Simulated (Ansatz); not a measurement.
# PbF2 (Fluorocronite) (Fm-3m) in Ansatz: settings compared

One crystal, PbF2 (Fluorocronite), is run at these levels: PBE0, PBE0 form with a typed share of exact exchange; tasks: single point.

All numbers are computed with Ansatz 0.2.0; they aren't measurements. Logs are shortened: lines on timing, memory, paths and dates and some standing lists are left out, and cuts for length are marked.

### 1 Starting point

The structure is cubic, space group Fm-3m (No. 225). The conventional cell has a = 5.927 Å, b = 5.927 Å, c = 5.927 Å, α = 90.00°, β = 90.00°, γ = 90.00°. Pb (site symmetry m-3m) is surrounded by 8 F at 2.57 Å. F (site symmetry -43m) has 4 Pb at 2.57 Å as nearest neighbours.

### 2 Single point, PBE0

Input file input.yaml:

```yaml
crystal:
  lattice:
    - [0.0, 2.96366, 2.96366]
    - [2.96366, 0.0, 2.96366]
    - [2.96366, 2.96366, 0.0]
  atoms:
    - { symbol: Pb, position: [0.0, 0.0, 0.0] }
    - { symbol: F, position: [0.75, 0.75, 0.75] }
    - { symbol: F, position: [0.25, 0.25, 0.25] }
hamiltonian:
  xc: { exchange: pbe, correlation: pbe, exx: { coeff: 0.25 } }
  pseudopotentials: { kind: paw }
kpoints:
  mp_grid: { grid: [5, 5, 5] }
scf:
  occupations: { method: fermi_dirac, width: 0.05 }
output:
  forces: true
  stress: true
  eigenvalues: true
  write_density: true
  write_potential: true
  elf: true
  volumetric_format: npy
```

Potentials or basis: Ansatz PAW.

Command:

```
> ansatz run input.yaml --threads 2 --pin off --max-ram 5632MiB --backend cpu --events-out ev --progress --plain --runs-dir out
```

The program printed:

```text
Warning: output.stress: scf.convergence.dr2_threshold = 1e-7 eV (the SCF's general default) is looser than the 3e-10 eV advised for a printed stress (1e-10 eV for each atom of the cell: 3). What an SCF threshold leaves in a stress goes as its square root, and in the free energy as the threshold itself, and one threshold admits the most on a small cell: of the crystals measured, under no hybrid functional and no lock of the moments, on runs that ended without the residual-converged pass, on stresses that held no estimate of that error, the worst erred by over 100 MPa in a component at 1e-7 eV an atom and by under 5 at 1e-10. Set scf.convergence.dr2_threshold to 3e-10 eV or tighter. The threshold is an SCF's pass mark: one that does not reach it within its budget of iterations ends unconverged, or closes short of it on a stop that the run arms, and scf.convergence.dr2_threshold's page says what that costs each kind of run
Warning: output.stress: scf.exx.energy_threshold = 1e-6 eV is looser than the 3e-8 eV advised for a stress under a hybrid functional (1e-8 eV for each atom of the cell: 3). Every SCF of the exchange loop can meet its threshold on dr2 while the loop round them stops early: no threshold on dr2 bounds what that leaves in the stress. Set scf.exx.energy_threshold to 3e-8 eV or tighter. The threshold is the loop's pass mark: a loop that does not reach it within its budget of cycles ends unconverged, and scf.exx.energy_threshold's page has the law
Warning: RAYON_NUM_THREADS=2 ignored (pool sized by the plan → 2); use --threads N
Engine: ansatz 0.2.0, aarch64-unknown-linux-gnu
Pseudopotentials: kind: paw
Pseudopotential: Pb, paw, valence charge 14, recommended cutoff 420 eV (normal), Pb.paw.azcp
Pseudopotential: F, paw, valence charge 7, recommended cutoff 420 eV (normal), F.paw.azcp
Functional definition: unnamed
  parameter a_1 = 0.25
  exchange = (1 - a_1)*pbe_x + a_1*exact_x
  correlation = pbe_c
Crystal: 3 atoms, lattice volume = 52.061 Å³
Basis set: ecut = 420 eV, 965 PW (Γ), exchange–correlation on 60×60×60 points (8 copies of the dense FFT grid, shifted against one another)
Bands: 18, of which v1, the nominal top of the filled ones, is band 14 counted from 1 (13 counted from 0)
Symmetry: 48 space group operations
Space group: Fm-3m (ITA 225), of the structure as read, at distance tolerance 3.7e-5 Å
k-points: 10 of 125
Non-local potential: Pb, projectors of the file, l = 0: 2, l = 1: 2, l = 2: 2, l = 3: 2
Non-local potential: F, projectors of the file, l = 0: 2, l = 1: 2, l = 2: 1
PAW form: soft (Blöchl's): semilocal exchange-correlation on the pseudo side does not see the compensation charge
PAW frozen core: Pb, regenerated for the run's functional, and the local potential with it (the file was generated under x = pbe(κ = 0.804, μ = 0.2195149727645171), c = pbe(β = 0.06672455060314922))
PAW frozen core: F, regenerated for the run's functional, and the local potential with it (the file was generated under x = pbe(κ = 0.804, μ = 0.2195149727645171), c = pbe(β = 0.06672455060314922))
PAW one-centre angular grid: Pb, 590 points (default); XC on 64 Gauss nodes
PAW one-centre angular grid: F, 110 points (default); XC on 64 Gauss nodes
Initial density: superposition of atomic densities (neutral atoms: chi_scale 0, normalization atom), corrected by the library's trained network
Initial wavefunctions: pseudopotential atomic-orbital guess
Functional: x = pbe(κ = 0.804, μ = 0.2195149727645171), c = pbe(β = 0.06672455060314922), warm-up for x = 0.75 pbe(κ = 0.804, μ = 0.2195149727645171) + 0.25 exact, c = pbe(β = 0.06672455060314922)
SCF iter   1: F=—  HF=-13524.697164 eV  |F-HF|=—  |Δ(HF+E_count)|=         —  Δρ=7.68e-4  dr2=2.05e-4  ethr=1.77e-3  ⟨swp⟩=2.0  Hψ=1139  notcnv=0
preconditioner: auto → none  [insulator: Δε(μ)=4.529 eV  Ē_g=17.185 eV  σ=0.050 eV  W_gap=1.00  n_scr=14 (ndim 8)  ℏωp=27.2 eV  f_vac=0.132  D(μ)=0.00/eV (n_scr^D=0)]
SCF iter   2: F=-13524.697394 eV  HF=-13524.697346 eV  |F-HF|=4.78e-5  |Δ(HF+E_count)|=   1.82e-4  Δρ=4.26e-4  dr2=3.96e-5  ethr=7.31e-7  ⟨swp⟩=4.1  Hψ=484  notcnv=0  defer=2
SCF 1 stopped early in 2 iterations: F = -13524.697394 eV  dr2 = 3.96e-5
Initial density: handed on by an earlier stage of this run
Initial wavefunctions: those handed on with the density
Functional: x = 0.75 pbe(κ = 0.804, μ = 0.2195149727645171) + 0.25 exact, c = pbe(β = 0.06672455060314922)
Frozen-core exchange: fock
SCF iter   1: F=—  HF=-13524.933739 eV  |F-HF|=—  |Δ(HF+E_count)|=         —  Δρ=1.09e-2  dr2=7.10e-2  ethr=1.41e-6  ⟨swp⟩=6.3  Hψ=854  notcnv=0
preconditioner: auto → none  [insulator: Δε(μ)=6.660 eV  Ē_g=20.448 eV  σ=0.050 eV  W_gap=1.00  n_scr=14 (ndim 8)  ℏωp=27.2 eV  f_vac=0.131  D(μ)=0.00/eV (n_scr^D=0)]
SCF iter   2: F=—  HF=-13524.914129 eV  |F-HF|=—  |Δ(HF+E_count)|=   1.96e-2  Δρ=7.52e-3  dr2=1.18e-2  ethr=1.41e-6  ⟨swp⟩=5.0  Hψ=689  notcnv=0
SCF iter   3: F=—  HF=-13524.922583 eV  |F-HF|=—  |Δ(HF+E_count)|=   8.45e-3  Δρ=2.72e-3  dr2=2.96e-3  ethr=1.41e-6  ⟨swp⟩=4.2  Hψ=567  notcnv=0
SCF iter   4: F=—  HF=-13524.921540 eV  |F-HF|=—  |Δ(HF+E_count)|=   1.04e-3  Δρ=1.00e-3  dr2=4.97e-4  ethr=1.41e-6  ⟨swp⟩=3.0  Hψ=428  notcnv=0
SCF iter   5: F=—  HF=-13524.922136 eV  |F-HF|=—  |Δ(HF+E_count)|=   5.96e-4  Δρ=8.28e-4  dr2=2.99e-4  ethr=1.21e-6  ⟨swp⟩=3.0  Hψ=399  notcnv=0
iter 6 solved again at ethr=2.23e-9 eV; its pass at ethr=9.65e-7 eV (dr2=6.24e-7 eV) is discarded
SCF iter   6: F=-13524.922051 eV  HF=-13524.922049 eV  |F-HF|=1.64e-6  |Δ(HF+E_count)|=   8.72e-5  Δρ=4.94e-5  dr2=9.50e-7  ethr=2.23e-9  ⟨swp⟩=4.7  Hψ=969  notcnv=0
SCF 2 stopped early in 6 iterations: F = -13524.922051 eV  dr2 = 9.50e-7
hybrid outer 1: dexx = +1.391e-2 eV, tail = 2.29e-5 eV
Frozen-core exchange: fock
SCF iter   1: F=—  HF=-13524.922149 eV  |F-HF|=—  |Δ(HF+E_count)|=         —  Δρ=7.56e-5  dr2=2.55e-6  ethr=4.09e-7  ⟨swp⟩=3.4  Hψ=389  notcnv=0
preconditioner: auto → none  [insulator: Δε(μ)=6.574 eV  Ē_g=20.349 eV  σ=0.050 eV  W_gap=1.00  n_scr=14 (ndim 8)  ℏωp=27.2 eV  f_vac=0.138  D(μ)=0.00/eV (n_scr^D=0)]
SCF iter   2: F=—  HF=-13524.922148 eV  |F-HF|=—  |Δ(HF+E_count)|=   5.78e-7  Δρ=2.74e-5  dr2=1.62e-7  ethr=8.05e-9  ⟨swp⟩=3.4  Hψ=442  notcnv=0
SCF iter   3: F=—  HF=-13524.922149 eV  |F-HF|=—  |Δ(HF+E_count)|=   2.73e-7  Δρ=6.36e-6  dr2=1.37e-8  ethr=4.45e-10  ⟨swp⟩=3.7  Hψ=446  notcnv=0
SCF iter   4: F=-13524.922149 eV  HF=-13524.922149 eV  |F-HF|=2.26e-10  |Δ(HF+E_count)|=  3.40e-10  Δρ=1.53e-6  dr2=6.89e-10  ethr=3.36e-11  ⟨swp⟩=3.6  Hψ=478  notcnv=0  defer=1
SCF 3 converged in 4 iterations: F = -13524.922149 eV  dr2 = 6.89e-10
  Residual-converged pass: ⟨swp⟩=3.0  Hψ=365  notcnv=0  max |occ|·‖R‖ = 2.2e-6 eV (tolerance 2.4e-6 eV)  dr2=7.01e-10  dr2_onsite=1.47e-10  max |Δocc| = 0.0e0
hybrid outer 2: dexx = +2.950e-7 eV, tail = 1.05e-8 eV, Δε = 2.28e-3 eV (about 5.83e-5 eV left of the loop's levels)
hybrid SCF converged: 2 outer / 10 inner (+2 warm-up), last move |dexx| = 2.95e-7 eV, tail = 1.05e-8 eV
Stability not checked: this state was not tested for a lower state beside it, because the functional holds exact exchange (a hybrid, or Hartree-Fock), whose exchange loop this test does not read (fock_operator; see scf.lower_state_search)
Free energy (F): -13524.922149 eV
Frozen-core exchange: fock
Harris-Foulkes:  -13524.922149 eV  (|F-HF|=2.26e-10)
Internal energy: -13524.922149 eV  (E = F + TS)
E sigma→0 (E₀):  -13524.922149 eV
Fermi energy:    6.987717 eV
--- Per-component energies (eV) ---
  E_band       = -188.614086
  E_kinetic    = 702.054865
  E_local      = -2258.867727  (includes V_loc(G=0)·N_el)
  E_nonlocal   = 494.487296
  E_hartree    = 871.795109
  E_xc         = -293.998069
  E_vxc        = -261.155996  (∫ρ·V_xc dr)
  E_exx        = -96.140883  (= α·E_x^exact, valence–valence)
  E_paw        = -10795.666981  (= ΣΔE_a)
  E_vpaw       = -416.445907  (= ΣTr[D̂ρ^β])
  E_aug_tail   = 0.004104  (compensation charges beyond the density's cutoff)
  E_ewald      = -2148.900692
  E_core_change = 0.310831  (= ΣΔE_core)
  E_smearing   = -0.000000  (= −TS)
  E_closure    = -0.000001  (closes the sum)
  Σ components = -13524.922149   (vs F -13524.922149, Δ=1.82e-12)
--- Forces (eV/Å), atoms counted from 1 ---
  atom   1  Pb    -0.00000000     0.00000000     0.00000000
  atom   2  F      0.00000000     0.00000000     0.00000000
  atom   3  F      0.00000000     0.00000000     0.00000000
  max |Σ_I F_I| component: 2.08e-17 eV/Å
--- Stress (GPa, compression-positive) ---
        0.806211       0.000000      -0.000000
        0.000000       0.806211      -0.000000
       -0.000000      -0.000000       0.806211
  P = ⅓ Tr σ = 0.8062 GPa (8.062 kbar)
--- Band table (eV; the first three rows and the last of 10) ---
  k-point 0: bands = ["-19.6417", "-19.0090", "-11.9593", "-11.9593", "-11.9593", "-11.8744", "-11.8744", "-0.8130", "0.5301", "0.5301", "0.5301", "1.0629", "1.0629", "1.0629", "12.6539", "12.6539", "12.6539", "16.4308"]
  k-point 1: bands = ["-19.5679", "-19.0750", "-11.9444", "-11.9444", "-11.8818", "-11.8735", "-11.8735", "-1.6696", "0.3300", "0.4643", "0.4643", "1.0002", "1.0002", "2.2111", "11.5518", "12.9781", "12.9781", "18.3259"]
  k-point 2: bands = ["-19.4058", "-19.2200", "-11.9334", "-11.9334", "-11.8586", "-11.8586", "-11.7617", "-2.4686", "0.0827", "0.3617", "0.3617", "0.8984", "0.8984", "3.4076", "10.7986", "13.5249", "13.5249", "19.1312"]
  k-point 9: bands = ["-19.3424", "-19.2655", "-11.8980", "-11.8772", "-11.8691", "-11.8231", "-11.7753", "-3.0342", "-0.5997", "0.1072", "0.6255", "1.3643", "1.4990", "3.6252", "11.2489", "12.5276", "13.5485", "16.1267"]
```

Run time: 18 s. Hardware: 2 threads of Arm Neoverse V1, shared host; peak memory 1.1 GiB.

What came out:

```
Free energy            : -13524.9221 eV
Pressure               : 0.8 GPa
Band gap on the k mesh : 6.57 eV, indirect (least direct gap 6.83 eV)
```

Caveat: odd divisions of the mesh miss points on the zone boundary, where band edges often lie, so the gap on the mesh can be too wide; spin-orbit coupling is left out, which as a rule narrows the gap of such compounds by several tenths of an eV; the PAW data sets come from PBE, with cores solved anew for the run's functional, which leaves a small shift of forces and pressure; the thresholds are loose for stress.

### 3 Single point, PBE0 form with a typed share of exact exchange

Changes to input.yaml since step 2:

```diff
@@ -10,3 +10,3 @@
 hamiltonian:
-  xc: { exchange: pbe, correlation: pbe, exx: { coeff: 0.25 } }
+  xc: { exchange: pbe, correlation: pbe, exx: { coeff: 0.35 } }
   pseudopotentials: { kind: paw }
@@ -20,5 +20 @@
   eigenvalues: true
-  write_density: true
-  write_potential: true
-  elf: true
-  volumetric_format: npy
```

Potentials or basis: Ansatz PAW.

Command:

```
> ansatz run input.yaml --threads 2 --pin off --max-ram 5632MiB --backend cpu --events-out ev --progress --plain --runs-dir out
```

The program printed:

```text
Warning: output.stress: scf.convergence.dr2_threshold = 1e-7 eV (the SCF's general default) is looser than the 3e-10 eV advised for a printed stress (1e-10 eV for each atom of the cell: 3). What an SCF threshold leaves in a stress goes as its square root, and in the free energy as the threshold itself, and one threshold admits the most on a small cell: of the crystals measured, under no hybrid functional and no lock of the moments, on runs that ended without the residual-converged pass, on stresses that held no estimate of that error, the worst erred by over 100 MPa in a component at 1e-7 eV an atom and by under 5 at 1e-10. Set scf.convergence.dr2_threshold to 3e-10 eV or tighter. The threshold is an SCF's pass mark: one that does not reach it within its budget of iterations ends unconverged, or closes short of it on a stop that the run arms, and scf.convergence.dr2_threshold's page says what that costs each kind of run
Warning: output.stress: scf.exx.energy_threshold = 1e-6 eV is looser than the 3e-8 eV advised for a stress under a hybrid functional (1e-8 eV for each atom of the cell: 3). Every SCF of the exchange loop can meet its threshold on dr2 while the loop round them stops early: no threshold on dr2 bounds what that leaves in the stress. Set scf.exx.energy_threshold to 3e-8 eV or tighter. The threshold is the loop's pass mark: a loop that does not reach it within its budget of cycles ends unconverged, and scf.exx.energy_threshold's page has the law
Warning: RAYON_NUM_THREADS=2 ignored (pool sized by the plan → 2); use --threads N
[... 2 set-up lines as earlier in the session ...]
[... 89 lines left out ...]
--- Band table (eV; the first three rows and the last of 10) ---
  k-point 0: bands = ["-21.0864", "-20.4494", "-12.9764", "-12.9764", "-12.9764", "-12.8811", "-12.8811", "-1.2825", "-0.3010", "-0.3010", "-0.3010", "0.2477", "0.2477", "0.2477", "13.0008", "13.0008", "13.0008", "16.7311"]
  k-point 1: bands = ["-21.0124", "-20.5153", "-12.9609", "-12.9609", "-12.8979", "-12.8806", "-12.8806", "-2.2928", "-0.4837", "-0.3631", "-0.3631", "0.1829", "0.1829", "1.5500", "11.8573", "13.3327", "13.3327", "18.6733"]
  k-point 2: bands = ["-20.8488", "-20.6617", "-12.9478", "-12.9478", "-12.8673", "-12.8673", "-12.7761", "-3.1540", "-0.7242", "-0.4596", "-0.4596", "0.0773", "0.0773", "2.8344", "11.0761", "13.8955", "13.8955", "19.4752"]
  k-point 9: bands = ["-20.7855", "-20.7070", "-12.9057", "-12.8923", "-12.8769", "-12.8369", "-12.7899", "-3.7613", "-1.4269", "-0.7106", "-0.1849", "0.5518", "0.6899", "3.0933", "11.5533", "12.8683", "13.9043", "16.4447"]
```

It took 18 s on 2 threads of Arm Neoverse V1, shared host; peak memory 1.1 GiB.

Results:

```yaml
Free_energy: -13525.0726 eV
Pressure: 0.1 GPa
Band_gap_on_the_k_mesh: 7.39 eV, indirect (least direct gap 7.66 eV)
```

Levels at points of the mesh, in eV from the valence-band top:
```csv
k point,band 11,band 12,band 13,band 14,band 15,band 16,band 17,band 18
"(0.00, 0.00, 0.00)",-3.44,-2.89,-2.89,-2.89,9.87,9.87,9.87,13.60
```

Caveat: odd divisions of the mesh miss points on the zone boundary, where band edges often lie, so the gap on the mesh can be too wide; spin-orbit coupling is left out, which as a rule narrows the gap of such compounds by several tenths of an eV; the PAW data sets come from PBE, with cores solved anew for the run's functional, which leaves a small shift of forces and pressure; the thresholds are loose for stress. A k mesh can miss the band edges.

### 4 Single point, PBE0 form with a typed share of exact exchange

Changes to input.yaml since step 3:

```diff
@@ -10,3 +10,3 @@
 hamiltonian:
-  xc: { exchange: pbe, correlation: pbe, exx: { coeff: 0.35 } }
+  xc: { exchange: pbe, correlation: pbe, exx: { coeff: 0.5 } }
   pseudopotentials: { kind: paw }
```

Command:

```
> ansatz run input.yaml --threads 2 --pin off --max-ram 5632MiB --backend cpu --events-out ev --progress --plain --runs-dir out
```

Wall time 20 s (2 threads of Arm Neoverse V1, shared host); peak memory 1.1 GiB.

Results (log left out):

| Item | Value |
| --- | --- |
| Free energy | -13525.3564 eV |
| Pressure | -0.8 GPa |
| Band gap on the k mesh | 8.62 eV, indirect (least direct gap 8.90 eV) |

Levels at points of the mesh, in eV from the valence-band top:
| k point | band 10 | band 11 | band 12 | band 13 | band 14 | band 15 | band 16 | band 17 | band 18 |
| --- | --- | --- | --- | --- | --- | --- | --- | --- | --- |
| (0.00, 0.00, 0.00) | -3.93 | -3.93 | -3.36 | -3.36 | -3.36 | 11.17 | 11.17 | 11.17 | 14.82 |

Caveat: odd divisions of the mesh miss points on the zone boundary, where band edges often lie, so the gap on the mesh can be too wide; spin-orbit coupling is left out, which as a rule narrows the gap of such compounds by several tenths of an eV; the PAW data sets come from PBE, with cores solved anew for the run's functional, which leaves a small shift of forces and pressure; the thresholds are loose for stress.

### 5 Overview

```csv
level,share of exact exchange,gap on the mesh (eV),pressure (GPa)
PBE0,0.25,6.57,0.8
PBE0 form with a typed share of exact exchange,0.35,7.39,0.1
PBE0 form with a typed share of exact exchange,0.5,8.62,-0.8
```

Alike in all rows: task single point; potentials or basis Ansatz PAW; no spin polarisation; cell as given; k mesh 5 × 5 × 5; cutoff (eV) 420; smearing fermi-dirac 0.05 eV.

On the cell as given the gap runs from 6.57 eV (PBE0) to 8.62 eV (PBE0 form with a typed share of exact exchange). The pressure there spans -0.8 GPa (PBE0 form with a typed share of exact exchange) to 0.8 GPa (PBE0); a positive pressure means that this level wants a larger cell, a negative one a smaller.

Caveats: odd divisions of the mesh miss points on the zone boundary, where band edges often lie, so the gap on the mesh can be too wide; spin-orbit coupling is left out, which as a rule narrows the gap of such compounds by several tenths of an eV; the PAW data sets come from PBE, with cores solved anew for the run's functional, which leaves a small shift of forces and pressure; the thresholds are loose for stress.

Absolute energies hang on the potentials; compare differences alone.
